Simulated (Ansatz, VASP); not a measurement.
## Two plane-wave programs on SiC

Contents of INCAR:

```
ALGO = Normal ; EDIFF = 1E-7
ENCUT = 520 ; GGA = PE
ISIF = 2 ; ISMEAR = 0
LASPH = True ; LCHARG = False
LREAL = False ; LWAVE = False
NBANDS = 11 ; NELM = 80
PREC = Accurate ; SIGMA = 0.05
```

The input KPOINTS:

```
k-points
0
Gamma
  10 10 10
```

File POSCAR:

```
SiC
1.0
    0.0000000000      2.2993572998      2.0803708902
    2.2993572998      0.0000000000      2.0803708902
    2.2993572998      2.2993572998      0.0000000000
Si C
1 1
Direct
    0.0000000000      0.0000000000      0.0000000000
    0.7500000000      0.7500000000      0.7500000000
```

Input for Ansatz:

```yaml
crystal:
  lattice:
    - [0.0, 2.2993572998, 2.0803708902]
    - [2.2993572998, 0.0, 2.0803708902]
    - [2.2993572998, 2.2993572998, 0.0]
  atoms:
    - { symbol: Si, position: [0.0, 0.0, 0.0] }
    - { symbol: C, position: [0.75, 0.75, 0.75] }
basis:
  ecutwfc: 420
kpoints:
  mp_grid: { grid: [10, 10, 10] }
hamiltonian:
  xc: pbe
scf:
  occupations: { method: gaussian, width: 0.05 }
output:
  forces: true
  stress: true
  eigenvalues: true
```

Change from the starting cell: strain +0.050 along x and y, -0.050 along z, atoms carried along.

Alike in both runs: task single point; functional PBE; k mesh 10 × 10 × 10; occupations gaussian, width 0.05 eV; no spin polarisation.

|  | VASP | Ansatz |
| --- | --- | --- |
| version | VASP 6.6.1 | Ansatz 0.2.0 |
| potentials or method | VASP PAW PBE potentials, release 64 (Si, C) | scalar-relativistic, plane waves, PAW |
| plane-wave cutoff (eV) | 520 | 420 |
| valence electrons in the cell | 8 | 8 |

VASP gave:

| Item | Value |
| --- | --- |
| gap on the k mesh at the Fermi level (eV) | 0.51 |
| least direct gap on the mesh (eV) | 4.37 |
| pressure (GPa) | -9.6 |
| largest component of the traceless stress (GPa) | 13.90 |

**Question.** Estimate Ansatz's values.

**Answer.** gap on the k mesh at the Fermi level (eV): 0.51; least direct gap on the mesh (eV): 4.38; pressure (GPa): -9.6; largest component of the traceless stress (GPa): 13.87.

A k mesh can miss the band edges.
